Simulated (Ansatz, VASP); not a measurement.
## Na: VASP beside Ansatz

```
CELL_PARAMETERS angstrom
7.43257 1.85814 1.85814
1.85814 7.43257 1.85814
1.85814 1.85814 7.43257
ATOMIC_POSITIONS crystal
Na 0.00000 0.00000 0.00000
```

Alike in both runs: task single point; functional PBEsol; k mesh 8 × 8 × 8; occupations gaussian, width 0.15 eV; no spin polarisation.

```csv
,VASP,Ansatz
version,VASP 6.6.1,Ansatz 0.2.0
potentials or method,"VASP PAW PBE potentials, release 64 (Na_pv)","scalar-relativistic, plane waves, PAW"
plane-wave cutoff (eV),520,420
valence electrons in the cell,7,9
```

|  | VASP | Ansatz | Ansatz less VASP |
| --- | --- | --- | --- |
| gap on the k mesh at the Fermi level (eV) | none | none | - |
| pressure (GPa) | -0.1 | -0.1 | 0.00 |

A gap of «none» marks a metal or a gap that the smearing closes. The two sets of potentials don't hold the same shells in valence.

Caveats: the PAW data sets were made with another functional, which shifts forces and pressure a little (VASP).
